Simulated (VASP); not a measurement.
Bi: equation of state with PBEsol

Bi:

```
CELL_PARAMETERS angstrom
2.25837 1.30387 3.92505
-2.25837 1.30387 3.92505
0.00000 -2.60774 3.92505
ATOMIC_POSITIONS crystal
Bi 0.76500 0.76500 0.76500
Bi 0.23500 0.23500 0.23500
```

```
Program             : VASP 6.6.1
Task                : equation of state
Functional          : PBEsol
Potentials or basis : VASP PAW PBE potentials, release 64 (Bi_d)
Cutoff              : 520 eV
k mesh              : 6 × 6 × 6
Occupations         : gaussian, width 0.02 eV
Spin                : no spin polarisation
```

| Quantity | Value |
| --- | --- |
| Equilibrium volume | 34.71 Å³/atom |
| Bulk modulus at fixed shape and positions | 50 GPa |
| Pressure derivative of the bulk modulus | 4.5 (rough: it moves with the points fitted) |

Energy against volume, from the lowest point:
```tsv
volume (Å³/atom)	energy (meV/atom)
33.286	9.98
33.980	2.54
34.673	0.00
35.367	1.87
36.060	7.66
```

All runs of the series together: 2.1 min on 1 thread of Intel(R) Xeon(R) Platinum 8259CL CPU @ 2.50GHz (Skylake/Cascade Lake), with other jobs on the host.

Caveat: the cell was scaled at fixed shape and fractional positions, which overstates the stiffness of a crystal with free parameters, most of all of layers and chains; the PAW data sets were made with another functional, which shifts forces and pressure a little.
